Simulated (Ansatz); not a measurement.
Input of an Ansatz 0.2.0 run:

The input input.yaml:

```yaml
crystal:
  lattice:
    - [3.113, 0.0, 0.0]
    - [-1.5565, 2.695937082, 0.0]
    - [0.0, 0.0, 4.981]
  atoms:
    - { symbol: Al, position: [0.6666666667, 0.3333333333, 0.5] }
    - { symbol: Al, position: [0.3333333333, 0.6666666667, 0.0] }
    - { symbol: "N", position: [0.6666666667, 0.3333333333, 0.88] }
    - { symbol: "N", position: [0.3333333333, 0.6666666667, 0.38] }
hamiltonian:
  xc: blyp
  pseudopotentials: { kind: paw }
  dispersion: d4
kpoints:
  mp_grid: { grid: [10, 10, 6] }
scf:
  occupations: { method: fermi_dirac, width: 0.05 }
output:
  forces: true
  stress: true
relax:
  f_tol: 0.01
  max_steps: 40
  cell: { stress_tol: 0.05 }
```

Potentials or basis: Ansatz PAW.

Command:

```sh
$ ansatz run input.yaml --threads 2 --pin off --max-ram 5120MiB --backend cpu --events-out ev --progress --plain --runs-dir out
```

Q: What does it give for the relaxed volume?

A: 10.30 Å³/atom.

Q: Predict the space group after relaxing (to 0.05 Å).

A: P6_3mc (No. 186).

Q: Estimate the band gap on the k mesh.

A: 4.63 eV.

Final structure:
```
Al N
1.0
     3.09420    0.00000    0.00000
    -1.54710    2.67965    0.00000
     0.00000    0.00000    4.96726
Al N
2 2
Cartesian
  1.5471 0.8932 2.4807
  0.0000 1.7864 -0.0029
  1.5471 0.8932 4.3741
  0.0000 1.7864 1.8904
```

Caveat: the plane-wave basis is chosen anew once the cell has moved, so the energies of steps on either side of that aren't comparable; the pressure holds a Pulay correction of +0.6 GPa for the finite cutoff; the PAW data sets come from PBE, with cores solved anew for the run's functional, which leaves a small shift of forces and pressure. A k mesh can miss the band edges.
